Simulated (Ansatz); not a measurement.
**CuAu under changes of volume**

One of the cells (14.556 Å³/atom); the others are scaled copies at fixed shape and fractional positions:

```
CELL_PARAMETERS angstrom
2.81075 0.00000 0.00000
0.00000 2.81075 0.00000
0.00000 0.00000 3.68500
ATOMIC_POSITIONS crystal
Au 0.00000 0.00000 0.00000
Cu 0.50000 0.50000 0.50000
```

| Quantity | Value |
| --- | --- |
| Program | Ansatz 0.2.0 |
| Functional | PBE0 |
| Potentials or basis | Ansatz PAW |
| Cutoff | 420 eV (not typed: the program's choice for these potentials) |
| k mesh | 6 × 6 × 4 |
| Occupations | fermi-dirac, width 0.05 eV |
| Spin | no spin polarisation |

| volume (Å³/atom) | energy over the lowest point (meV/atom) | pressure (GPa) |
| --- | --- | --- |
| 13.683 | 47.36 | 13.5 |
| 13.974 | 24.58 | 9.7 |
| 14.265 | 10.44 | 5.9 |
| 14.556 | 2.91 | 3.1 |
| 14.847 | 0.00 | 0.1 |
| 15.139 | ? | ? |
| 15.430 | 8.92 | -4.8 |

Problem. What does the run at 15.139 Å³/atom give?

Solution. Energy over the lowest point 2.20 meV/atom; pressure -2.5 GPa.

Worked out: A Birch-Murnaghan fit of order 3 (a polynomial in V^(-2/3)) to the other rows has its minimum at 14.83 Å³/atom with B0 = V·E''(V) = 130 GPa (rough, since the energies scatter) at fixed shape and positions, which overstates the stiffness. It gives 2.69 meV/atom at 15.139 Å³/atom, against the run's 2.20, and -dE/dV = -2.4 GPa, against -2.5.

Energies are extrapolated to zero smearing.

Caveats: all runs use coarse meshes; the PAW data sets come from PBE, with cores solved anew for the run's functional, which leaves a small shift of forces and pressure; the thresholds are loose for stress.
